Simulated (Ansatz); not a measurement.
# MgO: the band gap up the ladder of functionals

The task here is to estimate one member of a computed series from the others.

Program: Ansatz 0.2.0. PAW datasets, plane waves. (Calculated; spin-unpolarised; the phase may be known or hypothetical.)

## Starting point

The cell was relaxed beforehand with r2SCAN.

The symmetry is P6_3mc (No. 186, hexagonal); a = 3.247 Å, c = 10.396 Å in the conventional setting, 11.86 Å³ an atom. Around Mg lie 4 O at 1.97–1.99 Å; around Mg lie 4 O at 1.97–1.98 Å; around O lie 4 Mg at 1.98–1.99 Å; around O lie 4 Mg at 1.97 Å.

Coordinates:

```cif
data_structure
_symmetry_space_group_name_H-M 'P 1'
_symmetry_Int_Tables_number 1
_cell_length_a 3.2466
_cell_length_b 3.2466
_cell_length_c 10.3956
_cell_angle_alpha 90.000
_cell_angle_beta 90.000
_cell_angle_gamma 120.000
_cell_volume 94.90
loop_
_atom_site_label
_atom_site_type_symbol
_atom_site_fract_x
_atom_site_fract_y
_atom_site_fract_z
_atom_site_occupancy
Mg1 Mg 0.00000 0.00000 0.99786 1
Mg2 Mg 0.33333 0.66667 0.24922 1
Mg3 Mg 0.00000 0.00000 0.49786 1
Mg4 Mg 0.66667 0.33333 0.74922 1
O1 O 0.00000 0.00000 0.18915 1
O2 O 0.33333 0.66667 0.43878 1
O3 O 0.00000 0.00000 0.68915 1
O4 O 0.66667 0.33333 0.93878 1
```

The first run:

Input file input.yaml:

```yaml
crystal:
  lattice:
    - [3.2466323825, 0.0, 0.0]
    - [-1.6233161913, 2.81166612, 0.0]
    - [0.0, 0.0, 10.3956308941]
  atoms:
    - { symbol: Mg, position: [0.0, 0.0, -0.0021420002] }
    - { symbol: Mg, position: [0.3333333333, 0.6666666667, 0.2492181725] }
    - { symbol: Mg, position: [0.0, 0.0, 0.4978579998] }
    - { symbol: Mg, position: [0.6666666667, 0.3333333333, 0.7492181725] }
    - { symbol: O, position: [0.0, 0.0, 0.1891471485] }
    - { symbol: O, position: [0.3333333333, 0.6666666667, 0.4387766792] }
    - { symbol: O, position: [0.0, 0.0, 0.6891471485] }
    - { symbol: O, position: [0.6666666667, 0.3333333333, 0.9387766792] }
kpoints:
  mp_grid: { grid: [12, 12, 4] }
  band_path:
    path:
      - [[0.0, 0.0, 0.0], [0.5, 9.173128268609e-17, -7.347974020887e-19], [0.3333333333333, 0.3333333333333, -1.469594804162e-18], [0.0, 0.0, 0.0], [-7.613591670573e-47, -8.812898544676e-36, 0.5], [0.5, 9.167755446806e-17, 0.5], [0.3333333333333, 0.3333333333333, 0.5], [-7.613591670573e-47, -8.812898544676e-36, 0.5]]
      - [[0.5, 9.167755446806e-17, 0.5], [0.5, 9.173128268609e-17, -7.347974020887e-19]]
      - [[0.3333333333333, 0.3333333333333, 0.5], [0.3333333333333, 0.3333333333333, -1.469594804162e-18]]
    npoints: 10
hamiltonian:
  xc: pbe
scf:
  occupations: { method: fermi_dirac, width: 0.02 }
  n_extra_bands: 6
output:
  forces: true
  stress: true
  eigenvalues: true
```

Run with:

```console
$ ansatz run input.yaml --threads 2 --pin off --max-ram 20275MiB --backend cpu --events-out ev --progress --plain --runs-dir out
```

Among the steps run: PBE bands along the symmetry lines; Single point with r2SCAN; HSE06 at the same geometry; Single point with PBE0.

One of the session's tables, all rows but one given; the rest of the session is left out.

| level | gap (eV) |
| --- | --- |
| PBE | ? |
| r2SCAN | 4.31 |
| HSE06 | 5.24 |
| PBE0 | 5.95 |

**Question.** Estimate the row for PBE.

**Answer.** gap (eV): 3.64. In the column «gap (eV)» it is the lowest.

Meshes: PBE 12×12×4, r2SCAN 12×12×4, HSE06 6×6×2, PBE0 6×6×2

What this shows: The gap runs from 3.64 eV (PBE) to 5.95 eV (PBE0). Against HSE06, PBE is short by 1.60 eV, at 69 % of it, and r2SCAN 82 %. PBE0 lies 0.71 eV above HSE06, which differs from it by screening the long-range exchange.

Caveats from the session: Warnings in the runs' records: stress exchange threshold loose, stress scf threshold loose.
